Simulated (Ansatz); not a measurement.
Input of an Ansatz 0.2.0 run:

File input.yaml:

```yaml
crystal:
  lattice:
    - [3.1835163552, 0.0, 0.0]
    - [-1.5917581776, 2.7570060369, 0.0]
    - [0.0, 0.0, 16.95057789]
  atoms:
    - { symbol: W, position: [0.0, 0.0, 0.0] }
    - { symbol: S, position: [0.3333333333, 0.6666666667, 0.09200051] }
    - { symbol: S, position: [0.3333333333, 0.6666666667, 0.90799949] }
hamiltonian:
  xc: revpbe
  pseudopotentials: { kind: paw }
  dispersion: d4
kpoints:
  mp_grid: { grid: [10, 10, 2] }
scf:
  occupations: { method: fermi_dirac, width: 0.05 }
output:
  forces: true
  stress: true
  write_density: true
  write_potential: true
  elf: true
  volumetric_format: npy
relax:
  f_tol: 0.01
  max_steps: 40
  cell: { stress_tol: 0.05 }
```

Potentials or basis: Ansatz PAW.

Launch:

```sh
$ ansatz run input.yaml --threads 2 --pin off --max-ram 5632MiB --backend cpu --events-out ev --progress --plain --runs-dir out
```

Question: What does it give for the band gap on the k mesh?

Answer: 2.23 eV, indirect (least direct gap 2.30 eV).

Question: What does it give for the relaxed cell?

Answer: a = 3.149 Å, b = 3.149 Å, c = 16.942 Å, α = 90.00°, β = 90.00°, γ = 120.00°.

The path:
| step | energy change (eV) | largest force (eV/Å) | volume (Å³) |
| --- | --- | --- | --- |
| 1 | 0.0000 | 0.1393 | 148.77 |
| 2 | -0.0136 | 0.0004 | 145.49 |
| 3 | -0.0134 | 0.0005 | 145.49 |

Caveat: the plane-wave basis is chosen anew once the cell has moved, so the energies of steps on either side of that aren't comparable; spin-orbit coupling is left out, which moves the levels of the heavy elements; the PAW data sets come from PBE, with cores solved anew for the run's functional, which leaves a small shift of forces and pressure. A hybrid or GW would open this gap; revPBE tends to underestimate it.
